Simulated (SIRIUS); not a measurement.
# SnTe under changes of volume

One of the cells (31.907 Å³/atom); the others are scaled copies at fixed shape and fractional positions:

```xyz
2
Lattice="0.0000 3.1717 3.1717 3.1717 0.0000 3.1717 3.1717 3.1717 0.0000" Properties=species:S:1:pos:R:3 pbc="T T T"
Te    3.1717    3.1717    3.1717
Sn    0.0000    0.0000    0.0000
```

- Program: SIRIUS 7.10.0
- Functional: PBEsol
- Potentials or basis: PseudoDojo 0.4.1 PBEsol standard (scalar relativistic)
- Cutoff: 1102 eV
- Density cutoff: 4408 eV
- k mesh: 7 × 7 × 7
- Occupations: fermi-dirac, width 0.05 eV
- Spin: no spin polarisation

```tsv
volume (Å³/atom)	energy over the lowest point (meV/atom)	pressure (GPa)
29.404	13.73	2.9
30.030	?	?
30.656	0.00	0.6
31.907	2.25	-1.2
32.532	8.35	-2.0
33.158	17.31	-2.7
```

Question: What does the run at 30.030 Å³/atom give?

Answer: Energy over the lowest point 4.64 meV/atom; pressure 1.7 GPa.

Worked out: A Birch-Murnaghan fit of order 3 (a polynomial in V^(-2/3)) to the other rows has its minimum at 31.08 Å³/atom with B0 = V·E''(V) = 47 GPa and B' = 4.5. It gives 4.64 meV/atom at 30.030 Å³/atom, against the run's 4.64, and -dE/dV = 1.7 GPa, against 1.7.

Energies are extrapolated to zero smearing.
